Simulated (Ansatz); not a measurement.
# W12F: the cost of one run

Computed with Ansatz 0.2.0 (DFT PBE, scalar-relativistic, plane waves, PAW, unless a step's input says otherwise).

The COD cell was measured well above room temperature, so it is larger than a cold one.

1 further run of the same task is left out (set aside as unsound or not needed).

### Step 1. Starting point

It takes space group Cm (No. 8, monoclinic). Conventional cell: a = 6.367 Å, b = 9.005 Å, c = 19.856 Å, α = 90.00°, β = 90.00°, γ = 90.00°. Around W (site symmetry m) lie 6 W at 2.70 to 2.76 Å. W (site symmetry 1) has 6 W at 2.70 to 2.76 Å as nearest neighbours. W (site symmetry m) is surrounded by 8 W at 2.70 to 2.76 Å. W (site symmetry 1) is surrounded by 8 W at 2.70 to 2.76 Å. W (site symmetry m) has 1 F at 1.96 Å as nearest neighbours. Only part of the 10 independent sites is listed.

Structure file:

```cif
data_structure
_symmetry_space_group_name_H-M 'Cm'
_symmetry_Int_Tables_number 8
_cell_length_a 6.3674
_cell_length_b 9.0049
_cell_length_c 19.8562
_cell_angle_alpha 90.000
_cell_angle_beta 90.000
_cell_angle_gamma 90.000
_cell_volume 1138.51
loop_
_atom_site_label
_atom_site_type_symbol
_atom_site_symmetry_multiplicity
_atom_site_Wyckoff_symbol
_atom_site_fract_x
_atom_site_fract_y
_atom_site_fract_z
_atom_site_occupancy
W1 W 2 a 0.25000 0.00000 0.20145 1
W2 W 4 b 0.50000 0.25000 0.20145 1
W3 W 2 a 0.75000 0.00000 0.20145 1
W4 W 2 a 0.00000 0.00000 0.31114 1
W5 W 4 b 0.25000 0.25000 0.31114 1
W6 W 2 a 0.50000 0.00000 0.31114 1
W7 W 2 a 0.25000 0.00000 0.42084 1
W8 W 4 b 0.50000 0.25000 0.42084 1
W9 W 2 a 0.75000 0.00000 0.42084 1
F1 F 2 a 0.33333 0.00000 0.51575 1
```

This is the geometry of the first run shown, built on a cell relaxed beforehand with the same method.

### Step 2. Plan of the line

Atoms count from 1 in the order of the input.

F is moved over the surface cell; relaxed at each place: the height of the adsorbate's atoms; substrate rigid; the origin of the map has the adsorbate above W9.

First coordinate, position of F13 along the first surface vector, from above W9: 6 values from 0.000 to 0.833, periodic. Second coordinate, position of F13 along the second surface vector, from above W9: 6 values from 0.000 to 0.833, periodic.

Relaxed at each point: the height of the adsorbate's atoms; substrate rigid. Points are written as (first, second).

The two vectors of the plane (Å): (2.757, 0.000, 0.000); (-0.919, 2.599, 0.000).

### Step 3. The run at (1/6, 1/6) of the map's two axes

Input file input.yaml:

```yaml
crystal:
  lattice:
    - [5.5143287168, 0.0, 0.0]
    - [-1.8381095723, 5.1989589724, 0.0]
    - [0.0, 0.0, 19.856216094]
  atoms:
    - { symbol: W, position: [0.25, 0.25, 0.2014482508] }
    - { symbol: W, position: [0.25, 0.75, 0.2014482508] }
    - { symbol: W, position: [0.75, 0.25, 0.2014482508] }
    - { symbol: W, position: [0.75, 0.75, 0.2014482508] }
    - { symbol: W, position: [0.0, 0.0, 0.3111437106] }
    - { symbol: W, position: [0.0, 0.5, 0.3111437106] }
    - { symbol: W, position: [0.5, 0.0, 0.3111437106] }
    - { symbol: W, position: [0.5, 0.5, 0.3111437106] }
    - { symbol: W, position: [0.25, 0.25, 0.4208362789] }
    - { symbol: W, position: [0.25, 0.75, 0.4208362789] }
    - { symbol: W, position: [0.75, 0.25, 0.4208362789] }
    - { symbol: W, position: [0.75, 0.75, 0.4208362789] }
    - { symbol: F, position: [0.3333333333, 0.3333333333, 0.5157497135] }
basis:
  ecutwfc: 420
kpoints:
  mp_grid: { grid: [5, 5, 1] }
hamiltonian:
  xc: pbe
  pseudopotentials: { kind: paw, azcp: { folder: soft_1 } }
scf:
  occupations: { method: gaussian, width: 0.1 }
output:
  forces: true
  eigenvalues: true
relax:
  adjacent_minimum: "off"
  f_tol: 0.025
  max_steps: 16
  constraints:
    - { sites: [0, 1, 2, 3, 4, 5, 6, 7, 8, 9, 10, 11] }
    - { sites: [12], fix: xy }
efield:
  axis: 3
  dipole_correction: true
  ramp_width: 0.04
```

The run is started by

```sh
ansatz run input.yaml --threads 4 --pin off --max-ram 12288MiB --backend cpu --events-out ev --progress --plain --runs-dir out
```

**Question.** How long does this run take on 4 threads of Intel Xeon 6975P-C (Granite Rapids), shared host, and how much memory does it need?

About 20 s, with a peak of 1.6 GiB.
